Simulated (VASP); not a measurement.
A calculation with VASP 6.6.1 of Ti (ASE script, structure from a CIF):

File run.py:

```python
from ase.calculators.vasp import Vasp
from ase.dft.bandgap import bandgap
from ase.io import read

atoms = read('Ti.cif', primitive_cell=True, subtrans_included=False)
calc = Vasp(
    directory='calc',
    xc='pbe',
    pp='PBE',
    setups='gw',
    prec='Accurate',
    encut=550,
    ediff=1e-06,
    ismear=0,
    sigma=0.1,
    lreal=False,
    lasph=True,
    nelm=60,
    algo='Normal',
    isif=2,
    lwave=False,
    lcharg=True,
    lelf=True,
    lvhar=True,
    kpts=[10, 10, 6],
    gamma=True,
    nbands=19,
)
atoms.calc = calc

print('energy (eV):', atoms.get_potential_energy())
print('free energy (eV):', atoms.get_potential_energy(force_consistent=True))
print('forces (eV/A):')
print(atoms.get_forces())
print('stress (eV/A^3, Voigt):', atoms.get_stress())
print('Fermi level (eV):', calc.get_fermi_level())
gap, top, bottom = bandgap(calc)
print('band gap (eV):', gap, 'from (spin, k, band)', top, 'to', bottom)
```

The input Ti.cif:

```cif
data_Ti
_cell_length_a 2.95000000
_cell_length_b 2.95000000
_cell_length_c 4.68000000
_cell_angle_alpha 90.00000000
_cell_angle_beta 90.00000000
_cell_angle_gamma 120.00000000
_space_group_name_H-M_alt 'P6_3/mmc'
_space_group_name_Hall '-P 6c 2c'
_space_group_IT_number 194
loop_
_space_group_symop_operation_xyz
'x,y,z'
'-x,-y,-z'
'x-y,x,z+1/2'
'-x+y,-x,-z+1/2'
'-y,x-y,z'
'y,-x+y,-z'
'-x,-y,z+1/2'
'x,y,-z+1/2'
'-x+y,-x,z'
'x-y,x,-z'
'y,-x+y,z+1/2'
'-y,x-y,-z+1/2'
'-y,-x,-z+1/2'
'y,x,z+1/2'
'-x,-x+y,-z'
'x,x-y,z'
'-x+y,y,-z+1/2'
'x-y,-y,z+1/2'
'y,x,-z'
'-y,-x,z'
'x,x-y,-z+1/2'
'-x,-x+y,z+1/2'
'x-y,-y,-z'
'-x+y,y,z'
loop_
_atom_site_label
_atom_site_type_symbol
_atom_site_symmetry_multiplicity
_atom_site_Wyckoff_symbol
_atom_site_fract_x
_atom_site_fract_y
_atom_site_fract_z
_atom_site_occupancy
Ti1 Ti 2 c 0.6666666667 0.3333333333 0.7500000000 1
```

Potentials or basis: VASP PAW PBE potentials, release 64 (Ti_sv_GW).

Command:

```sh
$ python run.py
```

Write the same calculation in another form: native input, structure from a POSCAR.

As run:

File INCAR:

```
ALGO     = Fast           # electronic algorithm
EDIFF    = 1E-6           # SCF threshold, eV
ENCUT    = 550            # plane-wave cutoff, eV
GGA      = PE             # functional
ISIF     = 2              # what is computed and relaxed
ISMEAR   = 0              # smearing method
LASPH    = T              # aspherical terms in the spheres
LCHARG   = F              # write CHGCAR
LREAL    = F              # projectors in reciprocal space
LWAVE    = F              # write WAVECAR
NELM     = 80             # most SCF steps
PREC     = Accurate       # precision mode
SIGMA    = 0.1            # smearing width, eV
```

Contents of KPOINTS:

```
k-points
0
Gamma
  10 10 6
```

The input POSCAR:

```
Ti
1.0
    2.9500000000      0.0000000000      0.0000000000
   -1.4750000000      2.5547749412      0.0000000000
    0.0000000000      0.0000000000      4.6800000000
Ti
2
Cartesian
    1.4750000001      0.8515916470      3.5100000000
   -0.0000000001      1.7031832942      1.1700000000
```

Potentials or basis: VASP PAW PBE potentials, release 64 (Ti_sv_GW).

Command:

```console
$ cat potpaw_PBE.64/Ti_sv_GW/POTCAR > POTCAR
$ mpirun -np 1 vasp_std > vasp.out
```

Both were run:

|  | ASE script, structure from a CIF | native input, structure from a POSCAR |
| --- | --- | --- |
| Pressure | -2.8 GPa | -2.8 GPa |
| Band gap on the k mesh | none (metal or under the smearing width) | none (metal or under the smearing width) |

Keys that steer only the numerical path or the files written may differ.
